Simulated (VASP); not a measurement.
Runs of VASP 6.6.1 on HfS2. The structure is trigonal, space group P-3m1 (No. 164). Conventional cell: a = 3.640 Å, b = 3.640 Å, c = 6.056 Å, α = 90.00°, β = 90.00°, γ = 120.00°. Hf (site symmetry -3m) has 6 S at 2.54 Å as nearest neighbours. S (site symmetry 3m) is surrounded by 3 Hf at 2.54 Å. The cell is a database's computed one.

```tsv
task	cell	gap on the mesh (eV)	pressure (GPa)	largest force (eV/Å)
relaxation of shape and atoms at fixed volume	atoms relaxed at fixed volume from: a relaxed cell with its volume scaled by 1.06	1.15	-1.4	0.01
relaxation of shape and atoms at fixed volume	atoms relaxed at fixed volume from: a relaxed cell with its volume scaled by 1.02	1.01	-0.6	0.01
relaxation of shape and atoms at fixed volume	atoms relaxed at fixed volume from: a relaxed cell with its volume scaled by 1.04	(b)	-1.1	0.01
relaxation of shape and atoms at fixed volume	atoms relaxed at fixed volume from: a relaxed cell with its volume scaled by 0.98	0.80	0.7	-
relaxation of shape and atoms at fixed volume	atoms relaxed at fixed volume from: a relaxed cell with its volume scaled by 0.94	(a)	2.7	0.01
relaxation of cell and atoms	relaxed	0.91	0.0	-
relaxation of shape and atoms at fixed volume	atoms relaxed at fixed volume from: a relaxed cell with its volume scaled by 0.96	0.69	1.6	-
relaxation of shape and atoms at fixed volume	atoms relaxed at fixed volume	0.91	0.0	-
```

Alike in all rows: level PBE+D3(BJ); potentials or basis VASP PAW PBE potentials, release 64 (Hf_pv, S); no spin polarisation; k mesh 9 × 9 × 5; cutoff (eV) 600; smearing gaussian 0.03 eV.

Q: Estimate the missing entries.

A: (a) 0.58; (b) 1.08.

Caveats: spin-orbit coupling is left out, which moves the levels of the heavy elements; an odd mesh through Γ misses points on the zone boundary, where band edges often lie; the relaxation stopped at its first step, so nothing moved (some runs).

A k mesh can miss the band edges, and the runs leave out spin-orbit coupling on Hf.
